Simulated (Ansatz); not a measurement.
Input, command and steps of an Ansatz relaxation.

```yaml
crystal:
  lattice:
    - [4.2798996629, 0.0, 0.0]
    - [-2.1399498314, 3.7065018336, 0.0]
    - [0.0, 0.0, 5.9663619444]
  atoms:
    - { symbol: Co, position: [0.1626, 0.3252, 0.0], spin: 1.03 }
    - { symbol: Co, position: [0.8374, 0.1626, 0.6666666667], spin: 1.03 }
    - { symbol: Co, position: [0.6748, 0.8374, 0.3333333333], spin: 1.03 }
    - { symbol: Co, position: [0.8374, 0.6748, 0.0], spin: 1.03 }
    - { symbol: Co, position: [0.1626, 0.8374, 0.6666666667], spin: 1.03 }
    - { symbol: Co, position: [0.3252, 0.1626, 0.3333333333], spin: 1.03 }
    - { symbol: Si, position: [0.5, 0.0, 0.0] }
    - { symbol: Si, position: [0.5, 0.5, 0.6666666667] }
    - { symbol: Si, position: [0.0, 0.5, 0.3333333333] }
basis:
  ecutwfc: 420
kpoints:
  mp_grid: { grid: [6, 6, 4] }
hamiltonian:
  xc: pbe
scf:
  occupations: { method: gaussian, width: 0.1 }
  lower_state_search: "off"
output:
  forces: true
  stress: true
  eigenvalues: true
  populations: true
magnetization:
  spin_polarized: true
relax:
  adjacent_minimum: "off"
  f_tol: 0.04
  max_steps: 70
  cell: { stress_tol: 0.4 }
```

```bash
ansatz run input.yaml --threads 1 --pin off --max-ram 2560MiB --backend cpu --events-out ev --progress --plain --runs-dir out
```

Theory: DFT PBE, scalar-relativistic, plane waves, PAW (Ansatz).

Of 5 frames 5 are shown, positions in Å and forces in eV/Å; the SCF threshold varies from step to step. Steps run on the plane waves of an earlier cell, with a Pulay correction in the pressure. The basis is chosen afresh for the last frame, the zero of the energies, and at times for earlier ones too; energy and pressure step there, also at an unchanged geometry.

```xyz
9
Lattice="4.2799 0.0000 0.0000 -2.1399 3.7065 0.0000 0.0000 0.0000 5.9664" Properties=species:S:1:pos:R:3:forces:R:3 pbc="T T T" step=1 free_energy_over_end_meV_per_atom=47.45 pressure_GPa=10.10
Co    0.0000    1.2054    0.0000    0.0000    1.1072    0.0000
Co    3.2360    0.6027    3.9776   -0.9589    0.5536    0.0000
Co    1.0961    3.1038    1.9888   -0.9589   -0.5536    0.0000
Co    2.1399    2.5011    0.0000    0.0000   -1.1072    0.0000
Co   -1.0961    3.1038    3.9776    0.9589   -0.5536    0.0000
Co    1.0439    0.6027    1.9888    0.9589    0.5536    0.0000
Si    2.1399    0.0000    0.0000    0.0000    0.0000    0.0000
Si    1.0700    1.8533    3.9776    0.0000    0.0000    0.0000
Si   -1.0700    1.8533    1.9888    0.0000    0.0000    0.0000
9
Lattice="4.2924 0.0000 0.0000 -2.1462 3.7173 0.0000 0.0000 0.0000 6.0486" Properties=species:S:1:pos:R:3:forces:R:3 pbc="T T T" step=2 free_energy_over_end_meV_per_atom=20.07 pressure_GPa=4.70
Co    0.0000    1.2323    0.0000    0.0000    0.7315    0.0000
Co    3.2252    0.6161    4.0324   -0.6335    0.3657    0.0000
Co    1.0790    3.1012    2.0162   -0.6335   -0.3657    0.0000
Co    2.1462    2.4850    0.0000    0.0000   -0.7315    0.0000
Co   -1.0790    3.1012    4.0324    0.6335   -0.3657    0.0000
Co    1.0672    0.6161    2.0162    0.6335    0.3657    0.0000
Si    2.1462    0.0000    0.0000    0.0000    0.0000    0.0000
Si    1.0731    1.8587    4.0324    0.0000    0.0000    0.0000
Si   -1.0731    1.8587    2.0162    0.0000    0.0000    0.0000
9
Lattice="4.2885 0.0000 0.0000 -2.1442 3.7139 0.0000 0.0000 0.0000 6.1679" Properties=species:S:1:pos:R:3:forces:R:3 pbc="T T T" step=3 free_energy_over_end_meV_per_atom=1.28 pressure_GPa=0.26
Co    0.0000    1.2759    0.0000    0.0000    0.1590    0.0000
Co    3.1835    0.6379    4.1119   -0.1377    0.0795    0.0000
Co    1.0393    3.0760    2.0560   -0.1377   -0.0795    0.0000
Co    2.1442    2.4380    0.0000    0.0000   -0.1590    0.0000
Co   -1.0393    3.0760    4.1119    0.1377   -0.0795    0.0000
Co    1.1049    0.6379    2.0560    0.1377    0.0795    0.0000
Si    2.1442    0.0000    0.0000    0.0000    0.0000    0.0000
Si    1.0721    1.8570    4.1119    0.0000    0.0000    0.0000
Si   -1.0721    1.8570    2.0560    0.0000    0.0000    0.0000
9
Lattice="4.2935 0.0000 0.0000 -2.1468 3.7183 0.0000 0.0000 0.0000 6.1629" Properties=species:S:1:pos:R:3:forces:R:3 pbc="T T T" step=4 free_energy_over_end_meV_per_atom=0.44 pressure_GPa=0.06
Co    0.0000    1.2927    0.0000    0.0000    0.0093    0.0000
Co    3.1740    0.6464    4.1086   -0.0081    0.0047    0.0000
Co    1.0272    3.0719    2.0543   -0.0081   -0.0047    0.0000
Co    2.1468    2.4256    0.0000    0.0000   -0.0093    0.0000
Co   -1.0272    3.0719    4.1086    0.0081   -0.0047    0.0000
Co    1.1195    0.6464    2.0543    0.0081    0.0047    0.0000
Si    2.1468    0.0000    0.0000    0.0000    0.0000    0.0000
Si    1.0734    1.8592    4.1086    0.0000    0.0000    0.0000
Si   -1.0734    1.8592    2.0543    0.0000    0.0000    0.0000
9
Lattice="4.2935 0.0000 0.0000 -2.1468 3.7183 0.0000 0.0000 0.0000 6.1629" Properties=species:S:1:pos:R:3:forces:R:3 pbc="T T T" step=5 free_energy_over_end_meV_per_atom=0.00 pressure_GPa=0.15
Co    0.0000    1.2927    0.0000    0.0000    0.0095    0.0000
Co    3.1740    0.6464    4.1086   -0.0082    0.0048    0.0000
Co    1.0272    3.0719    2.0543   -0.0082   -0.0048    0.0000
Co    2.1468    2.4256    0.0000    0.0000   -0.0095    0.0000
Co   -1.0272    3.0719    4.1086    0.0082   -0.0048    0.0000
Co    1.1195    0.6464    2.0543    0.0082    0.0048    0.0000
Si    2.1468    0.0000    0.0000    0.0000    0.0000    0.0000
Si    1.0734    1.8592    4.1086    0.0000    0.0000    0.0000
Si   -1.0734    1.8592    2.0543    0.0000    0.0000    0.0000
```

The start puts this composition into another compound's structure type, which needn't suit it. At the end the space group is P6_422 (tolerance 0.05 Å).

It took 2.8 min on 1 thread of Arm Neoverse V2, with other jobs on the host, peak memory 0.49 GiB.

The k mesh is coarse.